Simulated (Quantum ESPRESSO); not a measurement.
# Au (Fm-3m) in Quantum ESPRESSO: a series of runs

Aim: see how the results for Au move with the level of theory and the settings. Levels: PBEsol, PBE. Tasks: phonons and electron-phonon coupling.

Program: Quantum ESPRESSO 7.5. These are calculated values, not measurements. Logs are shortened: lines on timing, memory, paths and dates and some standing lists are left out, and cuts for length are marked.

## Step 1: Starting point

Symmetry: Fm-3m, No. 225, cubic system. Conventional cell: a = 4.070 Å, b = 4.070 Å, c = 4.070 Å, α = 90.00°, β = 90.00°, γ = 90.00°. Around Au (site symmetry m-3m) lie 12 Au at 2.88 Å.

## Step 2: Phonons and electron-phonon coupling, PBEsol

pw.in

```
&CONTROL
  calculation = 'scf'
  prefix = 'pwscf'
  outdir = './tmp'
  pseudo_dir = './pseudo'
  tprnfor = .true.
  tstress = .true.
  disk_io = 'low'
/
&SYSTEM
  ibrav = 0
  nat = 1
  ntyp = 1
  ecutwfc = 45
  ecutrho = 360
  nbnd = 11
  occupations = 'smearing'
  smearing = 'mp'
  degauss = 0.01999163
/
&ELECTRONS
  conv_thr = 2d-10
  electron_maxstep = 120
  mixing_beta = 0.5
/
ATOMIC_SPECIES
Au   196.9666 au_pbesol_v1.uspp.F.UPF
CELL_PARAMETERS angstrom
   0.0000000000    2.0350000000    2.0350000000
   2.0350000000    0.0000000000    2.0350000000
   2.0350000000    2.0350000000    0.0000000000
ATOMIC_POSITIONS crystal
Au     0.0000000000    0.0000000000    0.0000000000
K_POINTS automatic
12 12 12 0 0 0
```

relax.in

```
&CONTROL
  calculation = 'vc-relax'
  prefix = 'pwscf'
  outdir = './tmp'
  pseudo_dir = './pseudo'
  tprnfor = .true.
  tstress = .true.
  disk_io = 'low'
  nstep = 40
  forc_conv_thr = 0.0001
  etot_conv_thr = 1d-06
/
&SYSTEM
  ibrav = 0
  nat = 1
  ntyp = 1
  ecutwfc = 45
  ecutrho = 360
  nbnd = 11
  occupations = 'smearing'
  smearing = 'mp'
  degauss = 0.01999163
/
&ELECTRONS
  conv_thr = 2d-10
  electron_maxstep = 120
  mixing_beta = 0.5
/
&IONS
  ion_dynamics = 'bfgs'
/
&CELL
  cell_dynamics = 'bfgs'
  press = 0
  press_conv_thr = 0.2
/
ATOMIC_SPECIES
Au   196.9666 au_pbesol_v1.uspp.F.UPF
CELL_PARAMETERS angstrom
   0.0000000000    2.0350000000    2.0350000000
   2.0350000000    0.0000000000    2.0350000000
   2.0350000000    2.0350000000    0.0000000000
ATOMIC_POSITIONS crystal
Au     0.0000000000    0.0000000000    0.0000000000
K_POINTS automatic
12 12 12 0 0 0
```

scf2.in

```
&CONTROL
  calculation = 'scf'
  prefix = 'pwscf'
  outdir = './tmp'
  pseudo_dir = './pseudo'
  tprnfor = .true.
  tstress = .true.
  disk_io = 'low'
/
&SYSTEM
  ibrav = 0
  nat = 1
  ntyp = 1
  ecutwfc = 45
  ecutrho = 360
  nbnd = 11
  occupations = 'smearing'
  smearing = 'mp'
  degauss = 0.01999163
/
&ELECTRONS
  conv_thr = 1d-13
  electron_maxstep = 120
  mixing_beta = 0.5
  startingpot = 'file'
  startingwfc = 'file'
/
ATOMIC_SPECIES
Au   196.9666 au_pbesol_v1.uspp.F.UPF
CELL_PARAMETERS angstrom
   0.0000000000    2.0395975712    2.0395975712
   2.0395975712    0.0000000000    2.0395975712
   2.0395975712    2.0395975712    0.0000000000
ATOMIC_POSITIONS crystal
Au     0.0000000000    0.0000000000    0.0000000000
K_POINTS automatic
12 12 12 0 0 0
```

dense.in

```
&CONTROL
  calculation = 'scf'
  prefix = 'pwscf'
  outdir = './tmp'
  pseudo_dir = './pseudo'
  tprnfor = .true.
  tstress = .true.
  disk_io = 'low'
/
&SYSTEM
  ibrav = 0
  nat = 1
  ntyp = 1
  ecutwfc = 45
  ecutrho = 360
  nbnd = 11
  occupations = 'smearing'
  smearing = 'mp'
  degauss = 0.01999163
  la2F = .true.
/
&ELECTRONS
  conv_thr = 1d-12
  electron_maxstep = 120
  mixing_beta = 0.5
  startingpot = 'file'
/
ATOMIC_SPECIES
Au   196.9666 au_pbesol_v1.uspp.F.UPF
CELL_PARAMETERS angstrom
   0.0000000000    2.0395975712    2.0395975712
   2.0395975712    0.0000000000    2.0395975712
   2.0395975712    2.0395975712    0.0000000000
ATOMIC_POSITIONS crystal
Au     0.0000000000    0.0000000000    0.0000000000
K_POINTS automatic
36 36 36 0 0 0
```

scf3.in

```
&CONTROL
  calculation = 'scf'
  prefix = 'pwscf'
  outdir = './tmp'
  pseudo_dir = './pseudo'
  tprnfor = .true.
  tstress = .true.
  disk_io = 'low'
/
&SYSTEM
  ibrav = 0
  nat = 1
  ntyp = 1
  ecutwfc = 45
  ecutrho = 360
  nbnd = 11
  occupations = 'smearing'
  smearing = 'mp'
  degauss = 0.01999163
/
&ELECTRONS
  conv_thr = 1d-12
  electron_maxstep = 120
  mixing_beta = 0.5
  startingpot = 'file'
/
ATOMIC_SPECIES
Au   196.9666 au_pbesol_v1.uspp.F.UPF
CELL_PARAMETERS angstrom
   0.0000000000    2.0395975712    2.0395975712
   2.0395975712    0.0000000000    2.0395975712
   2.0395975712    2.0395975712    0.0000000000
ATOMIC_POSITIONS crystal
Au     0.0000000000    0.0000000000    0.0000000000
K_POINTS automatic
12 12 12 0 0 0
```

ph.in

```
phonon_bands of Au
&INPUTPH
  prefix = 'pwscf'
  outdir = './tmp'
  tr2_ph = 1d-18
  fildyn = 'dyn'
  niter_ph = 90
  alpha_mix(1) = 0.4
  ldisp = .true.
  nq1 = 4
  nq2 = 4
  nq3 = 4
  electron_phonon = 'interpolated'
  el_ph_sigma = 0.005
  el_ph_nsigma = 10
  fildvscf = 'dvscf'
/
```

q2r.in

```
&INPUT
  fildyn = 'dyn'
  zasr = 'crystal'
  flfrc = 'fc'
  la2F = .true.
/
```

matdyn.in

```
&INPUT
  asr = 'crystal'
  flfrc = 'fc'
  flfrq = 'freq'
  q_in_cryst_coord = .true.
  flvec = ' '
/
80
 0.0000000000  0.0000000000  0.0000000000
 0.0454545455  0.0000000000  0.0454545455
 0.0909090909  0.0000000000  0.0909090909
 0.1363636364  0.0000000000  0.1363636364
 0.1818181818  0.0000000000  0.1818181818
 0.2272727273  0.0000000000  0.2272727273
 0.2727272727  0.0000000000  0.2727272727
 0.3181818182  0.0000000000  0.3181818182
 0.3636363636  0.0000000000  0.3636363636
 0.4090909091  0.0000000000  0.4090909091
 0.4545454545  0.0000000000  0.4545454545
 0.5000000000  0.0000000000  0.5000000000
 0.5000000000  0.0500000000  0.5500000000
 0.5000000000  0.1000000000  0.6000000000
 0.5000000000  0.1500000000  0.6500000000
 0.5000000000  0.2000000000  0.7000000000
 0.5000000000  0.2500000000  0.7500000000
 0.4687500000  0.2812500000  0.7500000000
 0.4375000000  0.3125000000  0.7500000000
 0.4062500000  0.3437500000  0.7500000000
 0.3750000000  0.3750000000  0.7500000000
 0.3461538462  0.3461538462  0.6923076923
 0.3173076923  0.3173076923  0.6346153846
 0.2884615385  0.2884615385  0.5769230769
 0.2596153846  0.2596153846  0.5192307692
 0.2307692308  0.2307692308  0.4615384615
 0.2019230769  0.2019230769  0.4038461538
 0.1730769231  0.1730769231  0.3461538462
 0.1442307692  0.1442307692  0.2884615385
 0.1153846154  0.1153846154  0.2307692308
 0.0865384615  0.0865384615  0.1730769231
 0.0576923077  0.0576923077  0.1153846154
 0.0288461538  0.0288461538  0.0576923077
 0.0000000000  0.0000000000  0.0000000000
 0.0454545455  0.0454545455  0.0454545455
 0.0909090909  0.0909090909  0.0909090909
 0.1363636364  0.1363636364  0.1363636364
 0.1818181818  0.1818181818  0.1818181818
 0.2272727273  0.2272727273  0.2272727273
 0.2727272727  0.2727272727  0.2727272727
 0.3181818182  0.3181818182  0.3181818182
 0.3636363636  0.3636363636  0.3636363636
 0.4090909091  0.4090909091  0.4090909091
 0.4545454545  0.4545454545  0.4545454545
 0.5000000000  0.5000000000  0.5000000000
 0.5178571429  0.4642857143  0.5178571429
 0.5357142857  0.4285714286  0.5357142857
 0.5535714286  0.3928571429  0.5535714286
 0.5714285714  0.3571428571  0.5714285714
 0.5892857143  0.3214285714  0.5892857143
 0.6071428571  0.2857142857  0.6071428571
 0.6250000000  0.2500000000  0.6250000000
 0.5937500000  0.2500000000  0.6562500000
 0.5625000000  0.2500000000  0.6875000000
 0.5312500000  0.2500000000  0.7187500000
 0.5000000000  0.2500000000  0.7500000000
 0.5000000000  0.2750000000  0.7250000000
 0.5000000000  0.3000000000  0.7000000000
 0.5000000000  0.3250000000  0.6750000000
 0.5000000000  0.3500000000  0.6500000000
 0.5000000000  0.3750000000  0.6250000000
 0.5000000000  0.4000000000  0.6000000000
 0.5000000000  0.4250000000  0.5750000000
 0.5000000000  0.4500000000  0.5500000000
 0.5000000000  0.4750000000  0.5250000000
 0.5000000000  0.5000000000  0.5000000000
 0.4861111111  0.4861111111  0.5277777778
 0.4722222222  0.4722222222  0.5555555556
 0.4583333333  0.4583333333  0.5833333333
 0.4444444444  0.4444444444  0.6111111111
 0.4305555556  0.4305555556  0.6388888889
 0.4166666667  0.4166666667  0.6666666667
 0.4027777778  0.4027777778  0.6944444444
 0.3888888889  0.3888888889  0.7222222222
 0.3750000000  0.3750000000  0.7500000000
 0.6250000000  0.2500000000  0.6250000000
 0.5937500000  0.1875000000  0.5937500000
 0.5625000000  0.1250000000  0.5625000000
 0.5312500000  0.0625000000  0.5312500000
 0.5000000000  0.0000000000  0.5000000000
```

matdyn_dos.in

```
&INPUT
  asr = 'crystal'
  flfrc = 'fc'
  dos = .true.
  fldos = 'phdos'
  nk1 = 18
  nk2 = 18
  nk3 = 18
  deltaE = 0.5
  flvec = ' '
  flfrq = ' '
/
```

matdyn_a2f.in

```
&INPUT
  asr = 'crystal'
  flfrc = 'fc'
  la2F = .true.
  dos = .true.
  fldos = 'dos2'
  nk1 = 14
  nk2 = 14
  nk3 = 14
  ndos = 60
  el_ph_nsigma = 10
  flfrq = 'dosfreq2'
  flvec = ' '
/
```

matdyn_mesh.in

```
&INPUT
  asr = 'crystal'
  flfrc = 'fc'
  flfrq = 'mesh'
  q_in_cryst_coord = .true.
  flvec = ' '
/
1000
 0.05000000  0.05000000  0.05000000
 0.05000000  0.05000000  0.15000000
 0.05000000  0.05000000  0.25000000
[... 997 further points of the even 10 x 10 x 10 mesh, shifted by half a step ...]
```

Potentials or basis: GBRV 1.5 PBEsol.

On the command line:

```bash
> OMP_NUM_THREADS=1 mpirun -n 4 pw.x -nk 4 -in pw.in > pw.out
> OMP_NUM_THREADS=1 mpirun -n 4 pw.x -nk 4 -in relax.in > relax.out
> OMP_NUM_THREADS=1 mpirun -n 4 pw.x -nk 4 -in scf2.in > scf2.out
> OMP_NUM_THREADS=1 mpirun -n 4 pw.x -nk 4 -in dense.in > dense.out
> OMP_NUM_THREADS=1 mpirun -n 4 pw.x -nk 4 -in scf3.in > scf3.out
> OMP_NUM_THREADS=1 mpirun -n 4 ph.x -nk 4 -in ph.in > ph.out
> OMP_NUM_THREADS=1 mpirun -n 1 q2r.x -in q2r.in > q2r.out
> OMP_NUM_THREADS=1 mpirun -n 1 matdyn.x -in matdyn.in > matdyn.out
> OMP_NUM_THREADS=1 mpirun -n 1 matdyn.x -in matdyn_dos.in > matdyn_dos.out
> OMP_NUM_THREADS=1 mpirun -n 1 matdyn.x -in matdyn_a2f.in > matdyn_a2f.out
> OMP_NUM_THREADS=1 mpirun -n 1 matdyn.x -in matdyn_mesh.in > matdyn_mesh.out
```

pw.out:

```text
This program is part of the open-source Quantum ESPRESSO suite
     for quantum simulation of materials; please cite
[... 6 lines left out ...]
     using ibrav=0 with symmetry is DISCOURAGED, use correct ibrav instead

     K-points division:     npool     =       4
     Subspace diagonalization in iterative solution of the eigenvalue problem:
     a serial algorithm will be used

     G-vector sticks info
     --------------------
     sticks:   dense  smooth     PW     G-vecs:    dense   smooth      PW
     Sum         745     367    121                13323     4645     893

     Using Slab Decomposition

     bravais-lattice index     =            0
     lattice parameter (alat)  =       5.4385  a.u.
     unit-cell volume          =     113.7417 (a.u.)^3
     number of atoms/cell      =            1
     number of atomic types    =            1
     number of electrons       =        11.00
     number of Kohn-Sham states=           11
     kinetic-energy cutoff     =      45.0000  Ry
     charge density cutoff     =     360.0000  Ry
     scf convergence threshold =      2.0E-10
     mixing beta               =       0.5000
     number of iterations used =            8  plain     mixing
     Exchange-correlation= SLA  PW   PSX  PSC
                           (   1   4  10   8   0   0   0)

     celldm(1)=   5.438489  celldm(2)=   0.000000  celldm(3)=   0.000000
     celldm(4)=   0.000000  celldm(5)=   0.000000  celldm(6)=   0.000000

[... 8 lines left out ...]
               b(3) = (  0.707107  0.707107 -0.707107 )

     PseudoPot. # 1 for Au read from file:
     au_pbesol_v1.uspp.F.UPF
     Pseudo is Ultrasoft + core correction, Zval = 11.0
     Generated by new atomic code, or converted to UPF format
     Using radial grid of  985 points,  7 beta functions with:
                l(1) =   0
                l(2) =   0
                l(3) =   1
                l(4) =   1
                l(5) =   2
                l(6) =   2
                l(7) =   3
     Q(r) pseudized with  6 coefficients,  rinner =    1.900   1.900   1.900
                                                       1.900   1.900   1.900
                                                       1.900

     atomic species   valence    mass     pseudopotential
     Au               11.00   196.96660     Au( 1.00)

     48 Sym. Ops., with inversion, found

   Cartesian axes

     site n.     atom                  positions (alat units)
         1        Au     tau(   1) = (   0.0000000   0.0000000   0.0000000  )

     number of k points=    72  Methfessel-Paxton smearing, width (Ry)=  0.0200
                       cart. coord. in units 2pi/alat
        k(    1) = (   0.0000000   0.0000000   0.0000000), wk =   0.0011574
        k(    2) = (   0.0589256   0.0589256  -0.0589256), wk =   0.0092593
        k(    3) = (   0.1178511   0.1178511  -0.1178511), wk =   0.0092593
        k(    4) = (   0.1767767   0.1767767  -0.1767767), wk =   0.0092593
        k(    5) = (   0.2357023   0.2357023  -0.2357023), wk =   0.0092593
        k(    6) = (   0.2946278   0.2946278  -0.2946278), wk =   0.0092593
[... 64 lines left out ...]
        k(   71) = (  -0.7071068   0.2357023   0.0000000), wk =   0.0138889
        k(   72) = (  -0.7071068   0.3535534   0.0000000), wk =   0.0069444

     Dense  grid:    13323 G-vectors     FFT dimensions: (  36,  36,  36)

     Smooth grid:     4645 G-vectors     FFT dimensions: (  24,  24,  24)

     Initial potential from superposition of free atoms

     starting charge      10.9999, renormalised to      11.0000
     Starting wfcs are    9 randomized atomic wfcs +    2 random wfcs

     Self-consistent Calculation

     iteration #  1     ecut=    45.00 Ry     beta= 0.50
     Davidson diagonalization with overlap
     ethr =  1.00E-02,  avg # of iterations =  5.0

     Threshold (ethr) on eigenvalues was too large:
     Diagonalizing with lowered threshold

     Davidson diagonalization with overlap
     ethr =  6.73E-04,  avg # of iterations =  1.2

     total energy              =    -114.73037757 Ry
     estimated scf accuracy    <       0.07305216 Ry

     iteration #  2     ecut=    45.00 Ry     beta= 0.50
     Davidson diagonalization with overlap
     ethr =  6.64E-04,  avg # of iterations =  2.3
[... 36 lines left out ...]
     total energy              =    -114.74957957 Ry
     estimated scf accuracy    <          2.2E-10 Ry

     iteration #  8     ecut=    45.00 Ry     beta= 0.50
     Davidson diagonalization with overlap
     ethr =  2.03E-12,  avg # of iterations =  3.3

     End of self-consistent calculation

          k = 0.0000 0.0000 0.0000 (   561 PWs)   bands (ev):

     5.6425  10.9290  10.9290  10.9290  12.4834  12.4834  30.2169  34.2992
    34.2992  34.2992  36.4151

          k = 0.0589 0.0589-0.0589 (   573 PWs)   bands (ev):

     5.8855  10.8496  11.0115  11.0115  12.4471  12.4471  30.4987  32.8601
    34.5849  34.5851  36.4149
[... 298 lines left out ...]
     8.9881   9.3326  12.1493  13.0693  13.8988  18.2335  21.3892  24.3732
    26.2967  34.7350  36.3953

          k =-0.0000-0.4714 0.5893 (   580 PWs)   bands (ev):

     9.2481   9.7837  11.5279  12.6658  13.7257  19.6943  20.5234  23.1086
    27.3124  34.4809  36.4096

          k =-0.7071 0.1179-0.0000 (   582 PWs)   bands (ev):

     8.7089   9.0028  13.0656  13.4033  14.0393  17.7910  21.1968  25.1827
    25.4703  34.2771  35.8195

          k =-0.2357-0.4714 0.7071 (   583 PWs)   bands (ev):

     9.5826   9.8414  10.6001  12.6325  12.9835  15.5784  24.2382  25.9822
    29.1638  35.8697  36.3020

          k =-0.1768-0.4125 0.6482 (   575 PWs)   bands (ev):
[... 26 lines left out ...]
     9.2458   9.5459  11.6447  12.7527  14.0403  19.8402  20.6549  23.8599
    25.2177  36.3484  36.4033

          k =-0.7071 0.3536 0.0000 (   604 PWs)   bands (ev):

     9.6145  10.4372  10.4372  12.3179  14.0407  20.4273  21.9684  21.9684
    25.1229  36.3771  36.4010

     the Fermi energy is    15.6155 ev

!    total energy              =    -114.74957957 Ry
     estimated scf accuracy    <          9.9E-14 Ry
     smearing contrib. (-TS)   =      -0.00009492 Ry
     internal energy E=F+TS    =    -114.74948466 Ry

     The total energy is F=E-TS. E is the sum of the following terms:
     one-electron contribution =      11.08874883 Ry
     hartree contribution      =       8.28283506 Ry
     xc contribution           =     -61.99066376 Ry
     ewald contribution        =     -72.13040479 Ry

     convergence has been achieved in   8 iterations

     Forces acting on atoms (cartesian axes, Ry/au):

     atom    1 type  1   force =     0.00000000    0.00000000    0.00000000

     Total force =     0.000000     Total SCF correction =     0.000000

     Computing stress (Cartesian axis) and pressure

          total   stress  (Ry/bohr**3)                   (kbar)     P=       12.21
   0.00008303  -0.00000000  -0.00000000           12.21       -0.00       -0.00
  -0.00000000   0.00008303  -0.00000000           -0.00       12.21       -0.00
  -0.00000000  -0.00000000   0.00008303           -0.00       -0.00       12.21

=------------------------------------------------------------------------------=
   JOB DONE.
=------------------------------------------------------------------------------=
```

It took 11 min on 4 MPI ranks of Arm Neoverse V2, shared host; peak memory 0.4 GiB.

Results:

```
Free energy                            : -1561.2481 eV
Relaxed volume                         : 16.97 Å³/atom
Relaxed cell                           : a = 2.884 Å, b = 2.884 Å, c = 2.884 Å, α = 60.00°, β = 60.00°, γ = 60.00°
Space group after relaxing (to 0.05 Å) : Fm-3m (No. 225)
Pressure after relaxing                : 0.0 GPa
Band gap on the k mesh                 : none (metal or under the smearing width)
Highest phonon frequency               : 155 cm⁻¹
Zero-point energy                      : 0.017 eV/atom
```

The path:
```csv
step,energy change (eV),largest force (eV/Å),pressure (GPa),volume (Å³)
1,0.0000,0.0000,1.22,16.85
2,-0.0004,0.0000,0.10,16.96
3,-0.0004,0.0000,0.01,16.97
```

Final structure:
```xyz
1
Lattice="0.0000 2.0396 2.0396 2.0396 0.0000 2.0396 2.0396 2.0396 0.0000" Properties=species:S:1:pos:R:3 pbc="T T T"
Au    0.0000    0.0000    0.0000
```

Phonon frequencies in cm⁻¹ (negative: imaginary):
```tsv
q point	frequencies
(0.000, 0.000, 0.000)	0 0 0
(0.318, 0.000, 0.318)	69 69 129
(0.500, 0.150, 0.650)	85 99 137
(0.346, 0.346, 0.692)	72 116 123
(0.144, 0.144, 0.288)	32 47 96
(0.091, 0.091, 0.091)	13 13 41
(0.409, 0.409, 0.409)	56 56 148
(0.589, 0.321, 0.589)	69 101 134
(0.500, 0.275, 0.725)	83 117 120
(0.500, 0.450, 0.550)	61 66 152
(0.431, 0.431, 0.639)	65 88 141
(0.562, 0.125, 0.562)	83 92 145
```

Phonon frequencies at the corners of the path (cm⁻¹, interpolated; i marks imaginary ones):
```csv
point,frequencies
Γ,0 0 0
X,86 86 150
W,84 118 118
K,76 108 131
L,60 60 155
U,76 108 131
```

Phonon states per cell in windows of 10 cm⁻¹ (negative: imaginary):
| from (cm⁻¹) | total |
| --- | --- |
| 0 | 0.00 |
| 10 | 0.02 |
| 20 | 0.05 |
| 30 | 0.08 |
| 40 | 0.15 |
| 50 | 0.28 |
| 60 | 0.45 |
| 70 | 0.40 |
| 80 | 0.29 |
| 90 | 0.20 |
| 100 | 0.17 |
| 110 | 0.10 |
| 120 | 0.20 |
| 130 | 0.44 |
| 140 | 0.18 |
| 150 | 0.02 |

Harmonic thermodynamics per atom at this volume (zero-point energy 16.6 meV, Debye temperature from the second moment 178 K):
```csv
T (K),free energy (meV),entropy (k_B),heat capacity Cv (k_B)
50,14.9,1.16,1.79
100,6.4,2.71,2.58
200,-26.1,4.63,2.89
298.15,-70.5,5.80,2.95
500,-185.8,7.33,2.98
800,-394.8,8.73,2.99
```

Electron-phonon coupling by broadening of the double delta (levels on a 36 × 36 × 36 mesh):
| broadening (eV) | λ | N(E_F) (states/eV a spin and cell) | ω_log (K) | Tc, μ* 0.10 (K) | Tc, μ* 0.13 (K) |
| --- | --- | --- | --- | --- | --- |
| 0.07 | 0.13 | 0.133 | 127 | 0.0 | 0.0 |
| 0.14 | 0.16 | 0.132 | 113 | 0.0 | 0.0 |
| 0.20 | 0.18 | 0.138 | 110 | 0.0 | 0.0 |
| 0.27 | 0.18 | 0.141 | 109 | 0.0 | 0.0 |
| 0.34 | 0.19 | 0.141 | 108 | 0.0 | 0.0 |
| 0.41 | 0.19 | 0.141 | 108 | 0.0 | 0.0 |
| 0.48 | 0.18 | 0.141 | 107 | 0.0 | 0.0 |
| 0.54 | 0.18 | 0.141 | 107 | 0.0 | 0.0 |
| 0.61 | 0.18 | 0.141 | 107 | 0.0 | 0.0 |
| 0.68 | 0.18 | 0.141 | 107 | 0.0 | 0.0 |

The same from a weighted sum over the computed q points, without interpolation:
```
broadening (eV)     λ  ω_log (K)  Tc, μ* 0.10 (K)  Tc, μ* 0.13 (K)
           0.07  0.14        112              0.0              0.0
           0.14  0.15        114              0.0              0.0
           0.20  0.17        112              0.0              0.0
           0.27  0.18        111              0.0              0.0
           0.34  0.18        111              0.0              0.0
           0.41  0.18        110              0.0              0.0
           0.48  0.18        110              0.0              0.0
           0.54  0.18        110              0.0              0.0
           0.61  0.18        110              0.0              0.0
           0.68  0.18        110              0.0              0.0
```

Eliashberg function at a broadening of 0.27 eV:
```tsv
cm⁻¹	α²F
4	0.000
12	0.000
20	0.001
28	0.004
35	0.008
43	0.017
51	0.032
59	0.085
67	0.131
75	0.143
83	0.132
90	0.066
98	0.060
106	0.051
114	0.018
122	0.019
130	0.088
138	0.079
146	0.027
153	0.001
```

Coupling and linewidth of each mode at the computed q points (broadening 0.27 eV):
| q | cm⁻¹ | λ of the modes | linewidths (GHz) |
| --- | --- | --- | --- |
| (0.00, 0.00, 0.25) | 37 37 105 | 0.06 0.07 0.03 | 0 0 1 |
| (0.00, 0.00, -0.50) | 60 60 155 | 0.03 0.04 0.02 | 0 0 1 |
| (0.00, 0.25, 0.25) | 56 56 110 | 0.05 0.05 0.05 | 0 0 1 |
| (0.00, 0.25, -0.50) | 70 87 138 | 0.11 0.08 0.02 | 1 1 1 |
| (0.00, 0.25, -0.25) | 55 89 129 | 0.06 0.07 0.04 | 0 1 1 |
| (0.00, -0.50, -0.50) | 86 86 150 | 0.08 0.06 0.03 | 1 1 1 |
| (0.25, -0.50, -0.25) | 84 118 118 | 0.11 0.05 0.05 | 1 1 1 |

Caveat: λ from interpolated matrix elements is rough: modes that symmetry makes equal can differ by tens of percent.

(Continued in part 2 of 2.)
